# Field gradients in TaN: where the point-charge picture breaks

The electric field gradient at a nucleus is the second derivative of the electrostatic potential there. It measures how far the charge around the nucleus departs from an even distribution over all directions. Of its three principal components, $V_{zz}$ is the largest in size. Here it comes from the electron density of density functional calculations on TaN at eight volumes, with the shape of the cell held.

Field gradients matter in practice because they split nuclear resonance lines, and without a magnetic field, for a given asymmetry of the gradient, the splitting is proportional to $V_{zz}$. If the gradient followed the density of the crystal by a simple law, a resonance line could serve as a gauge of compression. The simplest such law treats the crystal as a lattice of fixed point charges. The table shows how badly that approximation does.

Ansatz 0.2.0, PBE, scalar-relativistic, no spin: TaN (P6/mmm, 6 atoms), measured cell (COD) scaled with its shape held. LAPW (basis error 0.5 meV/atom), all-electron PAW (datasets made for each crystal, 500 to 520 eV) and frozen-core PAW (default datasets, 420 eV); 5×5×8 k points, Fermi-Dirac smearing 0.03 eV. Compression is positive; Vzz is the gradient largest in size among the nuclei.

| V/V(given) | volume (Å³/atom) | pressure, LAPW (GPa) | largest Vzz, all-electron PAW (1e21 V/m^2) | largest Vzz, PAW (1e21 V/m^2) |
| --- | --- | --- | --- | --- |
| 0.9400 | 10.61 | 34.35 | -46.90 | -46.97 |
| 0.9600 | 10.83 | 25.54 | -46.81 | -46.91 |
| 0.9800 | 11.06 | 17.58 | -46.67 | -46.77 |
| 0.9900 | 11.17 | 13.90 | -46.57 | -46.69 |
| 1.0100 | 11.40 | 7.08 | -46.36 | -46.48 |
| 1.0200 | 11.51 | 3.92 | -46.24 | -46.36 |
| 1.0400 | 11.74 | -1.94 | -45.95 | -46.09 |
| 1.0600 | 11.96 | -7.22 | -45.65 | -45.78 |

## What fixed charges would do

Picture each atom as a small charged ball that keeps its charge when the crystal is squeezed. The balls move closer together, and the electric field varies more steeply around every nucleus. The symmetry imposed on this cell fixes all atomic positions, so every distance shrinks by the same factor and no angle changes.

For charges $q_i$ at distances $r_i$ and angles $\theta_i$ from the principal axis,

$$V_{zz}=\frac{1}{4\pi\varepsilon_0}\sum_i \frac{q_i\,(3\cos^2\theta_i-1)}{r_i^{3}} .$$

If every distance is multiplied by the same factor, each term changes by the inverse cube of that factor, while the volume $V$ changes by the cube itself. The gradient must therefore follow $1/V$, and the product of the size of $V_{zz}$ and the volume must stay constant. The law has no constant to adjust, so it can be held directly against all eight rows.

## How the failure shows

From the most compressed row to the most expanded one, $1/V$ falls by 11 percent. The largest $V_{zz}$ from all-electron PAW falls in size by only 2.7 percent. The law has the direction right but overstates the fall by a factor of about four. The product that should be constant drifts upward at every step, as the output below the text lists.

The response isn't a weaker power law either. For each percent of added volume, the gradient loses about 0.1 percent at the compressed end and about 0.35 percent at the expanded end, where fixed charges would give one percent throughout. A single exponent would hide this change. Its exact course is less certain than the overall failure: TaN is a metal here, its field gradients depend on the k mesh, and no denser mesh was run.

A second sign appears when the nuclei are looked at one by one. The column reports only the largest gradient in the cell, and in the two rows with site values, 0.96 and 1.04, this belongs to one particular Ta atom. Between these rows its gradient falls by 1.8 percent, while that of the other two Ta atoms falls by 10.9 percent. The fixed-charge law demands 7.7 percent for every site, so it overstates the response of one kind of Ta and understates that of the other.

Nitrogen gives a subtler warning. Its gradient falls by 9.1 percent, which taken alone might pass for rough agreement with the law. But fixed charges would scale all three components of the gradient together and leave their proportions unchanged. The asymmetry parameter, which compares the two smaller components with the largest, instead rises from 0.73 to 0.78. The charge around nitrogen has changed its form as well as its distance.

## Why distant charges are the wrong place to look

Ocean tides offer a simpler system with the same geometry. The Sun pulls on the Earth far more strongly than the Moon does, yet the Moon raises the larger tide, because a tide depends on the inverse cube of the distance. In the same way, a slight unevenness of the electron cloud close to a nucleus can outweigh whole ions farther out. The comparison ends there: the Moon keeps its form, whereas an electron cloud is reshaped by its neighbours.

An estimate shows the scale. Place one elementary charge $e$ on the principal axis of a Ta atom, one $c$ edge away, where the crystal repeats the same atom. In the most compressed cell this distance is 2.849 Å, and with $e^2/4\pi\varepsilon_0=14.4$ eV Å the gradient has the size

$$\frac{2\times 14.4\ \mathrm{V\,\mathring{A}}}{(2.849\ \mathrm{\mathring{A}})^3}\approx 1.2\ \mathrm{V/\mathring{A}^2}=0.12\times10^{21}\ \mathrm{V/m^2}.$$

The computed gradient is nearly 400 times larger.

Size alone doesn't settle the matter. Ions can carry several charges, and the inner shells of a heavy atom distort in an outside field, which can amplify the gradient at the nucleus by a factor of tens. A lattice of ions with such amplification might reach a large value. But a constant amplification factor would still leave the $1/V$ law intact, and that law fails. The two arguments work together: the size points to electrons near the nucleus, and the volume dependence shows that they don't simply magnify the gradient of fixed charges by a constant factor.

## What volume does to the nearby electrons

Close to the Ta nucleus, the strong nuclear attraction largely fixes how the orbitals vary with distance. The crystal decides mainly how much charge sits in orbitals of different directions. A filled, undistorted $d$ shell is spherical and gives no gradient, but a partly filled one can produce one if some of its orbitals hold more charge than others. Charge in $p$ orbitals is expected to count as well. It comes closer to the nucleus, so even a slight unevenness, such as a small distortion of the filled $5p$ shell, can weigh heavily. The negative sign at the Ta sites means that, weighted by the inverse cube of distance, electrons are concentrated more along the $c$ axis than across it.

Squeezing the crystal changes the overlap between these orbitals and those of the neighbours. Bonding and antibonding levels move apart, bands widen, and charge is redistributed among the directions. How much the gradient changes depends on which orbitals point towards which neighbours, and that differs between the two kinds of Ta. This is the standard account of field gradients in bonded solids, and it explains why sites in one crystal needn't share a power of volume.

It doesn't by itself explain why the Ta atom with the largest gradient responds so weakly. Opposing changes in its $p$ and $d$ charge could nearly cancel, but that is a guess. A test would need the gradient split by orbital, and these results give only the total at each nucleus.

## What the frozen core changes

The table also allows a check on a second approximation. Frozen-core PAW keeps the inner shells as they are in a reference atom, and its largest $V_{zz}$ is greater in size in every row, by at most 0.3 percent. Its total fall over the series is 2.5 percent, close to the all-electron result. The failure of the $1/V$ law is therefore not produced by the default frozen-core files. The deepest shells of Ta are part of the datasets in both methods, so the comparison doesn't show how a distortion of these shells would alter the gradient.

The small offset has a plausible source. The all-electron PAW runs treat 14 more electrons per TaN as active, exactly the number that fills a $4f$ shell. Inner shells that are free to respond to their surroundings can alter the gradient slightly. The two sets of runs also differ in their datasets and cutoff, so the offset can't be assigned to the $4f$ electrons alone. Both leave out spin-orbit coupling, and their agreement can't reveal an error that they share.

## Using the result

For a compression gauge, the lesson is to follow each nucleus separately. The largest gradient would make TaN look almost indifferent to volume, although the other Ta atoms respond strongly. The curve also shouldn't be laid over data from a pressure cell. With the shape held, the most compressed crystal carries a stress of 31 GPa in the plane but 41 GPa along $c$, and a real crystal under even pressure would change its proportions. Neutron measurements also place nitrogen off the symmetric site imposed here, and no row tests what such a shift does to the gradients.

For a related compound, two quick tests can rule out a point-charge estimate, though passing them wouldn't prove it right. With the shape and relative positions held, the product of gradient and volume should be constant at each nucleus, and so should the ratio of the gradients at any two nuclei. Partly filled, directional orbitals at the nucleus are a reason to expect both tests to fail. They don't tell in advance whether the response will be weaker or stronger than $1/V$; that needs the electron density of the site itself.

Printed output of the fit:

```
Response to volume and frozen-core offset:
   row  size of Vzz times volume (largest is 1)  percent fall of Vzz per percent rise of volume since the row above  frozen-core excess in size of Vzz (1e21 V/m^2)
  0.94                                   0.9114                                                                 n/a                                            0.07
  0.96                                   0.9285                                                             0.09359                                             0.1
  0.98                                   0.9454                                                              0.1425                                             0.1
  0.99                                   0.9528                                                              0.2167                                            0.12
  1.01                                    0.968                                                              0.2217                                            0.12
  1.02                                   0.9748                                                              0.2699                                            0.12
  1.04                                   0.9881                                                               0.318                                            0.14
  1.06                                        1                                                              0.3528                                            0.13
Pressure span of the series (GPa): 41.57
Rise of volume from first to last row (percent): 12.72
Fall of 1/V from first to last row (percent): 11.29
Fall of largest Vzz in size, all-electron PAW (percent): 2.665
Fall of largest Vzz in size, frozen-core PAW (percent): 2.534
Largest frozen-core excess relative to Vzz (percent): 0.3047
Fall of 1/V from row 0.96 to 1.04 (percent): 7.692
Fall of Vzz in size at the first Ta, 0.96 to 1.04 (percent): 1.838
Fall of Vzz in size at the other two Ta, 0.96 to 1.04 (percent): 10.91
Fall of Vzz at N, 0.96 to 1.04 (percent): 9.136
Gradient of one elementary charge one c edge away (1e21 V/m^2): 0.1245
Computed largest Vzz over that of the single charge (ratio): 376.6
Extra active electrons per TaN in all-electron PAW over frozen-core PAW: 14
```
